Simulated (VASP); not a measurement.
**NaI in VASP: one cell, several levels of theory**

Aim: gap, levels, forces and stress of NaI built on the zincblende prototype, under -1.5 % strain along z alone at fixed geometry. Runs: PBE, r2SCAN. This is a trial cell built on a prototype, not taken from a measured structure, and it needn't be the compound's ground state.

The runs shown are made with VASP 6.6.1. PAW datasets, plane waves. The cell comes from a prototype generator: it can be a known phase or a hypothetical one. Spin polarisation is off.

## (1) The cell

The cell comes from an earlier relaxation with r2SCAN in another program, then strained, with the atoms relaxed again.

The symmetry is I-4m2 (No. 119, tetragonal); conventional cell a = 5.011 Å, c = 6.980 Å, 43.81 Å³ an atom. Around Na lie 4 I at 3.05 Å; around I lie 4 Na at 3.05 Å.

Structure file:

```xyz
2
Lattice="0.0000 3.5432 3.4900 3.5432 0.0000 3.4900 3.5432 3.5432 0.0000" Properties=species:S:1:pos:R:3 pbc="T T T"
Na    0.0000    0.0000    0.0000
I     1.7716    1.7716    1.7450
```

## (2) PBE

File INCAR:

```
ENCUT = 520.000000
SIGMA = 0.020000
EDIFF = 1.00e-07
GGA = PE
PREC = Accurate
IBRION = -1
ISIF = 2
ISMEAR = -1
NBANDS = 14
NELM = 120
NSW = 0
LASPH = .TRUE.
LCHARG = .TRUE.
LELF = .TRUE.
LWAVE = .FALSE.
LREAL = .FALSE.
```

File KPOINTS:

```
KPOINTS created by Atomic Simulation Environment
0
Gamma
6 6 6
0 0 0
```

File KPOINTS_OPT:

```
special points
6
Reciprocal
0.0000000000 0.0000000000 0.0000000000 1
-0.5000000000 -0.5000000000 0.0000000000 1
-0.3750000000 -0.3750000000 0.2500000000 1
-0.3750000000 0.0000000000 0.3750000000 1
0.0000000000 0.0000000000 0.5000000000 1
-0.5000000000 -0.2500000000 0.2500000000 1
```

File POSCAR:

```
Na I
 1.0000000000000000
     0.0000000000000000    3.5431916337999998    3.4900437593000002
     3.5431916337999998    0.0000000000000000    3.4900437593000002
     3.5431916337999998    3.5431916337999998    0.0000000000000000
 Na  I
   1   1
Cartesian
  0.0000000000000000  0.0000000000000000  0.0000000000000000
  1.7715958169000003  1.7715958169000003  1.7450218796500001
```

The run uses the recommended PBE PAW datasets (14 valence electrons a neutral cell).

Started as:

```
$ mpirun -np 1 vasp_std
```

Standard output, without the iteration lines:

```text
POSCAR found type information on POSCAR NaI
 POSCAR found :  2 types and       2 ions
 LDA part: xc-table for (Slater+PW92), standard interpolation
 POSCAR, INCAR and KPOINTS ok, starting setup
 FFT: planning ... GRIDC
 FFT: planning ... GRID_SOFT
 FFT: planning ... GRID
 WAVECAR not read
 entering main loop
 Start KPOINTS_OPT (optional k-point list driver)
k-point batch [1-6\6]
```

OSZICAR:

```text
N       E                     dE             d eps       ncg     rms          rms(c)
DAV:   1     0.801462056547E+02    0.80146E+02   -0.63984E+03   848   0.844E+02
DAV:   2     0.161864109919E+01   -0.78528E+02   -0.73570E+02   894   0.199E+02
DAV:   3    -0.519851612965E+01   -0.68172E+01   -0.67823E+01  1074   0.595E+01
DAV:   4    -0.537879885077E+01   -0.18028E+00   -0.18025E+00  1070   0.102E+01
DAV:   5    -0.538264959763E+01   -0.38507E-02   -0.38507E-02  1170   0.136E+00    0.166E+00
DAV:   6    -0.528441429463E+01    0.98235E-01   -0.12834E-01   924   0.168E+00    0.114E+00
DAV:   7    -0.527665319271E+01    0.77611E-02   -0.10337E-01  1008   0.138E+00    0.705E-01
DAV:   8    -0.528593163596E+01   -0.92784E-02   -0.10513E-02   912   0.662E-01    0.219E-01
DAV:   9    -0.528575222098E+01    0.17941E-03   -0.24003E-04  1080   0.137E-01    0.678E-02
DAV:  10    -0.528610836420E+01   -0.35614E-03   -0.43422E-04   966   0.128E-01    0.196E-02
DAV:  11    -0.528612544258E+01   -0.17078E-04   -0.42685E-05  1098   0.521E-02    0.522E-03
DAV:  12    -0.528612794629E+01   -0.25037E-05   -0.37468E-06  1014   0.110E-02    0.310E-03
DAV:  13    -0.528612853370E+01   -0.58741E-06   -0.64060E-07  1110   0.448E-03    0.710E-04
DAV:  14    -0.528612850628E+01    0.27425E-07   -0.32386E-08  1030   0.127E-03
   1 F= -.52861285E+01 E0= -.52861285E+01  d E =-.231506E-12
       N       E                     dE             ncg
DAV:   1     0.486841865812E+02   -0.23837E+04      168
DAV:   2    -0.450945144125E+03   -0.49963E+03      180
DAV:   3    -0.490861666354E+03   -0.39917E+02      210
DAV:   4    -0.491893344511E+03   -0.10317E+01      220
DAV:   5    -0.491920221373E+03   -0.26877E-01      238
DAV:   6    -0.491920990640E+03   -0.76927E-03      228
DAV:   7    -0.491921019135E+03   -0.28495E-04      232
DAV:   8    -0.491921021303E+03   -0.21685E-05      192
DAV:   9    -0.491921021311E+03   -0.82296E-08      174
```

The lines after F= are the extra pass for the points of KPOINTS_OPT, at fixed density; their E is not a total energy.

Parts of OUTCAR:

```text
k-points           NKPTS =     30   k-points in BZ     NKDIM =     30   number of bands    NBANDS=     14

   NELECT =      14.0000    total number of electrons

   dimension x,y,z NGX =    40 NGY =   40 NGZ =   40
   dimension x,y,z NGXF=    80 NGYF=   80 NGZF=   80

  energy-cutoff  :      520.00
  volume of cell :       87.63
      direct lattice vectors                 reciprocal lattice vectors
     0.000000000  3.543191634  3.490043759    -0.141115709  0.141115709  0.143264679
     3.543191634  0.000000000  3.490043759     0.141115709 -0.141115709  0.143264679
     3.543191634  3.543191634  0.000000000     0.141115709  0.141115709 -0.143264679

 k-points in reciprocal lattice and weights: KPOINTS created by Atomic Simulation Env
   0.00000000  0.00000000  0.00000000       0.005
   0.16666667  0.00000000  0.00000000       0.037
   0.33333333  0.00000000  0.00000000       0.037
   0.50000000  0.00000000  0.00000000       0.019
   0.16666667  0.16666667  0.00000000       0.009
   0.33333333  0.16666667  0.00000000       0.037
   0.50000000  0.16666667  0.00000000       0.037
  -0.33333333  0.16666667  0.00000000       0.037
[... 22 more k-points ...]

 E-fermi :  -0.5202

 k-point     1 :       0.0000    0.0000    0.0000
  band No.  band energies     occupation
      1     -23.0996      2.00000
      2     -23.0983      2.00000
      3     -23.0983      2.00000
      4     -11.4899      2.00000
      5      -1.0424      2.00000
      6      -1.0424      2.00000
      7      -1.0259      2.00000
      8       2.8103      0.00000
      9       6.8785      0.00000
     10       6.8785      0.00000
     11       6.9080      0.00000
     12       8.5788      0.00000
     13       8.7443      0.00000
     14      10.0019      0.00000

 k-point     2 :       0.1667    0.0000    0.0000
  band No.  band energies     occupation
      1     -23.0999      2.00000
      2     -23.0987      2.00000
      3     -23.0984      2.00000
      4     -11.4568      2.00000
      5      -1.4333      2.00000
      6      -1.0807      2.00000
      7      -1.0639      2.00000
      8       3.3982      0.00000
      9       6.5318      0.00000
     10       7.0183      0.00000
     11       7.0589      0.00000
     12       8.2146      0.00000
     13       8.3137      0.00000
     14       9.7847      0.00000

 k-point     3 :       0.3333    0.0000    0.0000
  band No.  band energies     occupation
      1     -23.1010      2.00000
      2     -23.0992      2.00000
      3     -23.0986      2.00000
      4     -11.3887      2.00000
      5      -2.0392      2.00000
      6      -1.1541      2.00000
      7      -1.1265      2.00000
      8       4.2211      0.00000
      9       6.4545      0.00000
     10       6.7867      0.00000
     11       6.8835      0.00000
     12       8.8826      0.00000
     13       8.9013      0.00000
     14       9.2363      0.00000

 k-point     4 :       0.5000    0.0000    0.0000
  band No.  band energies     occupation
      1     -23.1017      2.00000
      2     -23.0993      2.00000
      3     -23.0987      2.00000
      4     -11.3539      2.00000
      5      -2.2906      2.00000
      6      -1.1893      2.00000
      7      -1.1566      2.00000
      8       4.4004      0.00000
      9       6.5958      0.00000
     10       6.6939      0.00000
     11       6.7372      0.00000
     12       9.5588      0.00000
     13      10.1957      0.00000
     14      10.2935      0.00000

 k-point     5 :       0.1667    0.1667    0.0000
  band No.  band energies     occupation
      1     -23.1003      2.00000
      2     -23.0985      2.00000
      3     -23.0985      2.00000
      4     -11.4448      2.00000
      5      -1.4248      2.00000
      6      -1.1567      2.00000
      7      -1.1567      2.00000
      8       3.6071      0.00000
      9       6.2362      0.00000
     10       7.2726      0.00000
     11       7.2726      0.00000
     12       7.3616      0.00000
     13       8.8753      0.00000
     14      11.0898      0.00000

[... the tables of k-points 6 to 30 left out ...]

  Total        0.3133348      0.3133348      0.3198976      0.0000000      0.0000000     -0.0000000
  in kB        5.7288718      5.7288718      5.8488633      0.0000000      0.0000000     -0.0000000
  external PRESSURE =       5.7688690 kB  Pullay stress =       0.0000000 kB

 POSITION                                       TOTAL-FORCE (eV/Angst)
 -----------------------------------------------------------------------------------
      0.00000      0.00000      0.00000         0.000000      0.000000      0.000000
      1.77160      1.77160      1.74502        -0.000000     -0.000000     -0.000000
 -----------------------------------------------------------------------------------
    total drift:                                0.000001      0.000001      0.000001

  FREE ENERGIE OF THE ION-ELECTRON SYSTEM (eV)
  ---------------------------------------------------
  free  energy   TOTEN  =        -5.2861285063 eV

  energy  without entropy=       -5.2861285063  energy(sigma->0) =       -5.28612851
```

It took 38 s on 1 MPI rank of Intel Xeon Platinum 8488C, shared host; peak memory 0.24 GiB.

The levels at the points of KPOINTS_OPT are read from vasprun.xml.

Band energies at the special points (eV, zero at the top of v, the last band that the electrons fill by count):

```csv
point,v−1,v,c,c+1
Γ,-0.02,0.00,3.84,7.90
X,-0.44,-0.44,5.17,6.16
U,-0.74,-0.35,5.72,6.75
K,-0.73,-0.32,5.74,6.81
L,-0.16,-0.13,5.43,7.62
W,-0.76,-0.47,6.05,7.31
```

Gap with PBE: 3.84 eV, direct (Γ). The pressure is 0.58 GPa; the forces vanish within 0.01 eV/Å.

The maps below are laid out on this run's own conventional cell (a, b, c = 5.011, 5.011, 6.980 Å).

Density in a lattice plane of the grid's cell (edges 5.01 and 6.98 Å, at 0.000 of the third edge), which holds Na and I.

Ten even steps from ' ' (-0.59 e/Å³) to '@' (11.84 e/Å³):
```
**==..                          ..==
....                              ..
              ..........            
            ....      ....          
            ..          ..          
            ..          ..          
              ..........            
                                    
                                    
                                    
                                    
                                    
                                    
                                    
                                    
                                    
                                    
....                              ..
**==..                          ..==
@@##::                          ::##
```
Columns run along the first of these edges and rows up along the second, over one cell in 18 and 20 even steps from the bottom left corner. Atoms in the plane (fractional): Na at (0.00, 0.00), I at (0.50, 0.75).

ELF in the same plane.

Ten even steps from ' ' (0.00) to '@' (0.89):
```
..::--..  ==%%@@@@@@@@@@%%==  ..--::
--::..  --%%@@@@@@@@@@@@@@%%--  ..::
      ::##@@@@@@@@@@@@@@@@@@##::    
    ::**@@@@@@@@%%##%%@@@@@@@@**::  
    ==##@@@@@@%%**==**%%@@@@@@##==  
    --##%%@@@@@@%%##%%@@@@@@%%##--  
    ::**%%@@@@@@@@@@@@@@@@@@%%**::  
    ..==**%%@@@@@@@@@@@@@@%%**==..  
      ..==**##%%@@@@@@%%##**==..    
        ..::++**######**++::..      
            ..::--==--::..          
                                    
                                    
                                    
                                    
                                    
                                    
----..                          ..--
..::--..    ..::--==--::..    ..--::
    --::    ==**######**==    ::--  
```
Columns run along the first of these edges and rows up along the second, over one cell in 18 and 20 even steps from the bottom left corner. Atoms in the plane (fractional): Na at (0.00, 0.00), I at (0.50, 0.75).

Both are smooth fields of the valence electrons: close to the nuclei they are not physical.

The highest ELF values outside the cores: 0.89 on the I–Na line, 1.1 Å from I; 0.89 in the shell around I, 1.0 Å from I.

## (3) r2SCAN at this geometry

File INCAR:

```
ENCUT = 520.000000
SIGMA = 0.010000
EDIFF = 1.00e-07
ALGO = Normal
METAGGA = R2SCAN
PREC = Accurate
IBRION = -1
ISIF = 2
ISMEAR = 0
NBANDS = 14
NELM = 120
NSW = 0
LASPH = .TRUE.
LCHARG = .TRUE.
LELF = .TRUE.
LWAVE = .FALSE.
LREAL = .FALSE.
```

KPOINTS is that of step 2.

KPOINTS_OPT is that of step 2.

POSCAR is that of step 2.

Started as:

```
$ mpirun -np 1 vasp_std
```

Standard output, without the iteration lines:

```text
POSCAR found type information on POSCAR NaI
 POSCAR found :  2 types and       2 ions
 -----------------------------------------------------------------------------
|                                                                             |
|                                                                             |
|     You enforced a specific xc type in the INCAR file but a different       |
|     I HOPE YOU KNOW WHAT YOU ARE DOING!                                     |
|                                                                             |
 -----------------------------------------------------------------------------

 LDA part: xc-table for (None), standard interpolation
 POSCAR, INCAR and KPOINTS ok, starting setup
 FFT: planning ... GRIDC
 FFT: planning ... GRID_SOFT
 FFT: planning ... GRID
 WAVECAR not read
 entering main loop
 Start KPOINTS_OPT (optional k-point list driver)
k-point batch [1-6\6]
```

OSZICAR:

```text
N       E                     dE             d eps       ncg     rms          rms(c)
DAV:   1     0.551391850296E+02    0.55139E+02   -0.65405E+03   848   0.863E+02
DAV:   2    -0.253674000558E+02   -0.80507E+02   -0.75374E+02   888   0.206E+02
DAV:   3    -0.323346717831E+02   -0.69673E+01   -0.69293E+01  1074   0.609E+01
DAV:   4    -0.325103736338E+02   -0.17570E+00   -0.17567E+00  1008   0.103E+01
DAV:   5    -0.325145962798E+02   -0.42226E-02   -0.42226E-02  1180   0.151E+00    0.213E+00
DAV:   6    -0.309163562344E+02    0.15982E+01   -0.32515E-01   846   0.565E+00    0.196E+00
DAV:   7    -0.309101948022E+02    0.61614E-02   -0.18163E-01  1044   0.296E+00    0.749E-01
DAV:   8    -0.309130890976E+02   -0.28943E-02   -0.66615E-03  1038   0.624E-01    0.540E-01
DAV:   9    -0.309175649985E+02   -0.44759E-02   -0.42949E-03   942   0.548E-01    0.169E-01
DAV:  10    -0.309175086459E+02    0.56353E-04   -0.88695E-05  1056   0.710E-02    0.104E-01
DAV:  11    -0.309176761106E+02   -0.16746E-03   -0.20161E-04   954   0.108E-01    0.347E-02
DAV:  12    -0.309176687209E+02    0.73896E-05   -0.25537E-06  1056   0.185E-02    0.191E-02
DAV:  13    -0.309176683584E+02    0.36252E-06   -0.24194E-06  1044   0.175E-02    0.107E-02
DAV:  14    -0.309176697157E+02   -0.13573E-05   -0.26388E-07  1026   0.531E-03    0.210E-03
DAV:  15    -0.309176684267E+02    0.12891E-05   -0.12886E-08   942   0.106E-03    0.367E-04
DAV:  16    -0.309176681411E+02    0.28552E-06   -0.28712E-09   642   0.493E-04    0.807E-05
DAV:  17    -0.309176681749E+02   -0.33737E-07   -0.59234E-10   606   0.207E-04
   1 F= -.30917668E+02 E0= -.30917668E+02  d E =-.810825E-21
       N       E                     dE             ncg
DAV:   1     0.127890655922E+02   -0.24196E+04      168
DAV:   2    -0.511162628571E+03   -0.52395E+03      180
DAV:   3    -0.552381500715E+03   -0.41219E+02      222
DAV:   4    -0.553446136391E+03   -0.10646E+01      220
DAV:   5    -0.553475075090E+03   -0.28939E-01      238
DAV:   6    -0.553475958147E+03   -0.88306E-03      230
DAV:   7    -0.553475962349E+03   -0.42026E-05      232
DAV:   8    -0.553475962411E+03   -0.62090E-07      198
```

OUTCAR, selected sections:

```text
k-points           NKPTS =     30   k-points in BZ     NKDIM =     30   number of bands    NBANDS=     14

   NELECT =      14.0000    total number of electrons

   dimension x,y,z NGX =    40 NGY =   40 NGZ =   40
   dimension x,y,z NGXF=    80 NGYF=   80 NGZF=   80

  energy-cutoff  :      520.00
  volume of cell :       87.63
      direct lattice vectors                 reciprocal lattice vectors
     0.000000000  3.543191634  3.490043759    -0.141115709  0.141115709  0.143264679
     3.543191634  0.000000000  3.490043759     0.141115709 -0.141115709  0.143264679
     3.543191634  3.543191634  0.000000000     0.141115709  0.141115709 -0.143264679

 k-points in reciprocal lattice and weights: KPOINTS created by Atomic Simulation Env
   0.00000000  0.00000000  0.00000000       0.005
   0.16666667  0.00000000  0.00000000       0.037
   0.33333333  0.00000000  0.00000000       0.037
   0.50000000  0.00000000  0.00000000       0.019
   0.16666667  0.16666667  0.00000000       0.009
   0.33333333  0.16666667  0.00000000       0.037
   0.50000000  0.16666667  0.00000000       0.037
  -0.33333333  0.16666667  0.00000000       0.037
[... 22 more k-points ...]

 E-fermi :  -1.3160

 k-point     1 :       0.0000    0.0000    0.0000
  band No.  band energies     occupation
      1     -24.2453      2.00000
      2     -24.2445      2.00000
      3     -24.2444      2.00000
      4     -12.1457      2.00000
      5      -1.3946      2.00000
      6      -1.3946      2.00000
      7      -1.3777      2.00000
      8       3.0608      0.00000
      9       7.1945      0.00000
     10       7.1947      0.00000
     11       7.2204      0.00000
     12       8.8230      0.00000
     13       8.9904      0.00000
     14      10.5416      0.00000

 k-point     2 :       0.1667    0.0000    0.0000
  band No.  band energies     occupation
      1     -24.2457      2.00000
      2     -24.2448      2.00000
      3     -24.2446      2.00000
      4     -12.1105      2.00000
      5      -1.7735      2.00000
      6      -1.4326      2.00000
      7      -1.4154      2.00000
      8       3.6475      0.00000
      9       6.8471      0.00000
     10       7.3271      0.00000
     11       7.3696      0.00000
     12       8.4536      0.00000
     13       8.5510      0.00000
     14      10.0282      0.00000

 k-point     3 :       0.3333    0.0000    0.0000
  band No.  band energies     occupation
      1     -24.2469      2.00000
      2     -24.2452      2.00000
      3     -24.2448      2.00000
      4     -12.0383      2.00000
      5      -2.3807      2.00000
      6      -1.5056      2.00000
      7      -1.4774      2.00000
      8       4.5150      0.00000
      9       6.6810      0.00000
     10       7.0244      0.00000
     11       7.1261      0.00000
     12       9.1958      0.00000
     13       9.2218      0.00000
     14       9.5246      0.00000

 k-point     4 :       0.5000    0.0000    0.0000
  band No.  band energies     occupation
      1     -24.2476      2.00000
      2     -24.2453      2.00000
      3     -24.2449      2.00000
      4     -12.0013      2.00000
      5      -2.6369      2.00000
      6      -1.5408      2.00000
      7      -1.5073      2.00000
      8       4.7300      0.00000
      9       6.8137      0.00000
     10       6.8501      0.00000
     11       6.9150      0.00000
     12       9.9953      0.00000
     13      10.5082      0.00000
     14      10.6081      0.00000

 k-point     5 :       0.1667    0.1667    0.0000
  band No.  band energies     occupation
      1     -24.2461      2.00000
      2     -24.2448      2.00000
      3     -24.2446      2.00000
      4     -12.0978      2.00000
      5      -1.7601      2.00000
      6      -1.5090      2.00000
      7      -1.5090      2.00000
      8       3.8452      0.00000
      9       6.5565      0.00000
     10       7.5512      0.00000
     11       7.6027      0.00000
     12       7.6028      0.00000
     13       9.1329      0.00000
     14      11.3477      0.00000

[... the tables of k-points 6 to 30 left out ...]

  Total        0.0594184      0.0594184      0.0820701      0.0000000      0.0000000      0.0000000
  in kB        1.0863799      1.0863799      1.5005326      0.0000000      0.0000000      0.0000000
  external PRESSURE =       1.2244308 kB  Pullay stress =       0.0000000 kB

 POSITION                                       TOTAL-FORCE (eV/Angst)
 -----------------------------------------------------------------------------------
      0.00000      0.00000      0.00000        -0.000000     -0.000000     -0.000000
      1.77160      1.77160      1.74502         0.000000      0.000000      0.000000
 -----------------------------------------------------------------------------------
    total drift:                                0.000004      0.000004     -0.000014

  FREE ENERGIE OF THE ION-ELECTRON SYSTEM (eV)
  ---------------------------------------------------
  free  energy   TOTEN  =       -30.9176681749 eV

  energy  without entropy=      -30.9176681749  energy(sigma->0) =      -30.91766817
```

Wall time 2.3 min (1 MPI rank of Intel Xeon Platinum 8488C, shared host); peak memory 0.26 GiB.

The levels at the points of KPOINTS_OPT are read from vasprun.xml.

Levels at the named points, in eV from the top of band v (v: the last filled band by count, c: the next):

```csv
point,v−1,v,c,c+1
Γ,-0.02,0.00,4.44,8.57
X,-0.44,-0.44,5.55,6.81
U,-0.74,-0.35,6.13,7.39
K,-0.73,-0.32,6.16,7.46
L,-0.16,-0.13,6.11,8.19
W,-0.77,-0.48,6.42,8.11
```

The r2SCAN gap is 4.44 eV, direct at Γ. Pressure: 0.12 GPa; the forces vanish within 0.01 eV/Å.

## (4) What came out

```
 level  gap (eV)  pressure (GPa)
   PBE      3.84            0.58
r2SCAN      4.44            0.12
```

**Reading.** The gap spans 3.84 eV (PBE) to 4.44 eV (r2SCAN). Spin-orbit coupling is left out, though the cell holds I (Z = 53); in an element this heavy it can shift bands and gaps by tenths of an eV.
